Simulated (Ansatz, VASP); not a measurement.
# Cd in VASP and in Ansatz

Contents of INCAR:

```
PREC = Accurate
ENCUT = 520
EDIFF = 1E-7
ISMEAR = 0
SIGMA = 0.06
LREAL = F
LASPH = T
NELM = 150
ALGO = Fast
ISIF = 2
LWAVE = F
LCHARG = F
LDAU = T
LDAUTYPE = 2
LDAUL = 2
LDAUU = 8.4
LDAUJ = 0
LDAUPRINT = 1
GGA = PE
NBANDS = 19
```

File KPOINTS:

```
Automatic mesh
0
Gamma
  6 6 4
```

Contents of POSCAR:

```
Cd
1.0
    2.9788725081      0.0000000000      0.0000000000
   -1.4894362540      2.5797792666      0.0000000000
    0.0000000000      0.0000000000      5.6176500000
Cd
2
Direct
    0.3333333333      0.6666666667      0.2500000000
    0.6666666667      0.3333333333      0.7500000000
```

Input for Ansatz:

```yaml
crystal:
  lattice:
    - [2.9788725081, 0.0, 0.0]
    - [-1.489436254, 2.5797792666, 0.0]
    - [0.0, 0.0, 5.61765]
  atoms:
    - { symbol: Cd, position: [0.3333333333, 0.6666666667, 0.25] }
    - { symbol: Cd, position: [0.6666666667, 0.3333333333, 0.75] }
basis:
  ecutwfc: 420
kpoints:
  mp_grid: { grid: [6, 6, 4] }
hamiltonian:
  xc: pbe
  hubbard: { sites: [{ species: Cd, l: d, u_eff: 8.4 }] }
scf:
  occupations: { method: gaussian, width: 0.06 }
output:
  forces: true
  stress: true
  eigenvalues: true
accuracy: high
```

Alike in both runs: task single point; functional PBE; k mesh 6 × 6 × 4; occupations gaussian, width 0.06 eV; no spin polarisation; Hubbard terms Cd d U = 8.4 eV.

```csv
,VASP,Ansatz
version,VASP 6.6.1,Ansatz 0.2.0
potentials or method,"VASP PAW PBE potentials, release 64 (Cd)","scalar-relativistic, plane waves, PAW"
plane-wave cutoff (eV),520,420
valence electrons in the cell,24,40
```

VASP gave:

* gap on the k mesh at the Fermi level (eV): none
* pressure (GPa): 3.2
* largest component of the traceless stress (GPa): 0.86

Q: What did Ansatz give for the same quantities?

A: gap on the k mesh at the Fermi level (eV): none; pressure (GPa): 5.2; largest component of the traceless stress (GPa): 0.77.

The programs project onto different local orbitals, so the same U acts differently. A gap of «none» marks a metal or a gap that the smearing closes. The two sets of potentials don't hold the same shells in valence. Ansatz warned: «filled_band_counts_differ_across_k_points».

Caveats: the k mesh is coarse (spacing up to 0.41 Å⁻¹), so the values aren't converged; U without spin polarisation on a metal has little footing; the U is typed as a test and isn't derived for this compound.
